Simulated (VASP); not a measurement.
**SiC in VASP: how settings move the r2SCAN single point**

Aim: see what changed inputs do to the r2SCAN single point of SiC in the zincblende structure, under +3.0 % equal strain in all directions.

Code: VASP 6.6.1. PAW datasets, plane waves. Calculated at 0 K for a non-magnetic cell.

**1. Starting point**

The cell comes from an earlier relaxation with r2SCAN in another program.

Space group F-43m (No. 216), cubic; conventional cell a = 4.487 Å, 11.29 Å³ an atom. Si has 4 C at 1.94 Å; C has 4 Si at 1.94 Å.

Structure file:

```
CELL_PARAMETERS angstrom
0.00000 2.24339 2.24339
2.24339 0.00000 2.24339
2.24339 2.24339 0.00000
ATOMIC_POSITIONS crystal
Si 0.00000 0.00000 0.00000
C 0.25000 0.25000 0.25000
```

**2. Baseline**

INCAR

```
ENCUT = 520.000000
SIGMA = 0.010000
EDIFF = 1.00e-07
ALGO = Normal
METAGGA = R2SCAN
PREC = Accurate
IBRION = -1
ISIF = 2
ISMEAR = 0
NBANDS = 11
NELM = 120
NSW = 0
LASPH = .TRUE.
LCHARG = .TRUE.
LELF = .TRUE.
LWAVE = .FALSE.
LREAL = .FALSE.
```

KPOINTS

```
KPOINTS created by Atomic Simulation Environment
0
Gamma
10 10 10
0 0 0
```

POSCAR

```
Si C
 1.0000000000000000
     0.0000000000000000    2.2433939216000001    2.2433939216000001
     2.2433939216000001    0.0000000000000000    2.2433939216000001
     2.2433939216000001    2.2433939216000001    0.0000000000000000
 Si  C
   1   1
Cartesian
  0.0000000000000000  0.0000000000000000  0.0000000000000000
  1.1216969608000000  1.1216969608000000  1.1216969608000000
```

A file KPOINTS_OPT adds named points for the levels; it doesn't enter the self-consistent loop.

Potentials: the recommended PBE PAW datasets, 8 valence electrons.

Run with:

```
mpirun -np 1 vasp_std
```

**3. Variant 1**

INCAR

```
ENCUT = 520.000000
SIGMA = 0.010000
EDIFF = 1.00e-07
ALGO = Normal
PREC = Accurate
IBRION = -1
ISIF = 2
ISMEAR = 0
NBANDS = 11
NSW = 0
LASPH = .TRUE.
LCHARG = .FALSE.
LWAVE = .FALSE.
LREAL = .FALSE.
GGA = PE
NELM = 63
```

KPOINTS

```
KPOINTS created by Atomic Simulation Environment
0
Gamma
12 12 12
0 0 0
```

POSCAR is that of step 2.

**4. Variant 2**

Edit INCAR of step 2 so:

```diff
@@ -13,4 +13,3 @@
 LASPH = .TRUE.
-LCHARG = .TRUE.
-LELF = .TRUE.
+LCHARG = .FALSE.
 LWAVE = .FALSE.
```

KPOINTS

```
KPOINTS created by Atomic Simulation Environment
0
Monkhorst-Pack
10 10 10
0 0 0
```

POSCAR is that of step 2.

Q: Predict the outcome of this session. Wanted: for each run, changed; ending; energy change; pressure; electronic steps; usable.

**Answer**, as computed:

| run | changed | ending | energy change (meV/atom) | pressure (GPa) | gap on the mesh (eV; negative: overlap) | electronic steps | time | usable |
| --- | --- | --- | --- | --- | --- | --- | --- | --- |
| ref. | – | converged | 0 | -17.0 | 1.77 | 12 | 26 s | yes |
| 1 | GGA = PE, NELM = 63, mesh 12×12×12 | converged | – | -13.4 | 1.43 | 13 | 12 s | yes |
| 2 | shifted mesh | converged | -0.1 | -17.0 | 1.99 | 13 | 52 s | yes |

Of 2 altered inputs, 2 gave usable results. «shifted mesh» moves the energy by -0.1 meV/atom.
